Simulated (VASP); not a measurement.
Set up this calculation in VASP 6.6.1, as the native input.

- Task: electrostatic potential
- Functional: LDA
- Potentials or basis: VASP PAW LDA potentials, release 64 (C)
- Cutoff: 520 eV
- k mesh: 9 × 7 × 9
- Occupations: gaussian, width 0.02 eV
- Spin: no spin polarisation
- Further INCAR settings: ALGO = Normal; EDIFF = 1e-06

The structure of C lies in POSCAR:

```
C                                       
1.0
    2.5391285274      0.0000000000      0.0000000000
    0.0000000000      3.5908700000      0.0000000000
    0.0000000000      0.0000000000      2.4934513222
  C             
     4
Direct
     0.0000000000000000    0.9997648118110927    0.0000000000000000
     0.5000000000000000    0.4997648118110926    0.5000000000000000
     0.0000000000000000    0.2502351881889074    0.5000000000000000
     0.5000000000000000    0.7502351881889073    0.0000000000000000
```

This isn't the form of C at room conditions, which is graphite.

These files were run (other wordings do the same):

INCAR

```
SYSTEM = C
ALGO = Normal
EDIFF = 1E-6
ENCUT = 520
ISIF = 2
ISMEAR = 0
LASPH = .TRUE.
LCHARG = .TRUE.
LREAL = .FALSE.
LVHAR = .TRUE.
LWAVE = .FALSE.
NELM = 60
PREC = Accurate
SIGMA = 0.02
```

KPOINTS

```
k-points
0
G
  9 7 9
  0 0 0
```

Potentials or basis: VASP PAW LDA potentials, release 64 (C).

Launch:

```bash
$ cat potpaw_LDA.64/C/POTCAR > POTCAR
$ mpirun -np 1 vasp_std > vasp.out
```

Results of the run:

```json
{"Pressure": "-12.4 GPa", "Largest force": "0.015 eV/Å", "Band gap on the k mesh": "3.97 eV"}
```

Caveat: an odd mesh through Γ misses points on the zone boundary, where band edges often lie.

It took 14 s on 1 thread of Intel(R) Xeon(R) Platinum 8488C (Sapphire Rapids), on a shared host, peak memory 0.13 GiB.
